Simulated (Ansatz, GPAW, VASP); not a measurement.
## One calculation of SnO, 3 ways

```xyz
4
Lattice="3.8137 0.0000 0.0000 0.0000 3.8137 0.0000 0.0000 0.0000 4.8869" Properties=species:S:1:pos:R:3 pbc="T T T"
Sn    1.9068    0.0000    3.7367
Sn    0.0000    1.9068    1.1503
O     0.0000    0.0000    0.0000
O     1.9068    1.9068    0.0000
```

The cell is a database's computed one, not the measured one.

Alike in all runs: task single point; functional PBE; k mesh 7 × 7 × 6; occupations gaussian, width 0.02 eV; no spin polarisation; no spin-orbit coupling. Pressure is positive in compression and, in plane waves, holds the error of the finite cutoff, which Ansatz's Pulay term estimates and takes out.

```csv
program and potentials,plane-wave cutoff (eV),notes,pressure (GPa),largest force (eV/Å)
"Ansatz, Ansatz PAW",420,Pulay term of +0.46 GPa included,3.60,0.370
"GPAW, GPAW PAW data sets (gpaw-data 1.2.1)",800,-,2.85,0.313
"VASP, PBE PAW files O, Sn_d, 520 eV",520,-,3.82,0.455
```

Force on atom 1 (Sn), eV/Å:

| program and potentials | x | y | z |
| --- | --- | --- | --- |
| Ansatz, Ansatz PAW | 0.000 | 0.000 | -0.370 |
| GPAW, GPAW PAW data sets (gpaw-data 1.2.1) | 0.000 | 0.000 | -0.313 |
| VASP, PBE PAW files O, Sn_d, 520 eV | 0.000 | 0.000 | -0.455 |

The pressure spans 2.85 (GPAW, GPAW PAW data sets (gpaw-data 1.2.1)) to 3.82 GPa (VASP, PBE PAW files O, Sn_d, 520 eV).

The functional is the same throughout but for its coding, so the spread measures potentials, basis and numerics; runs on potential files found faulty are left out.
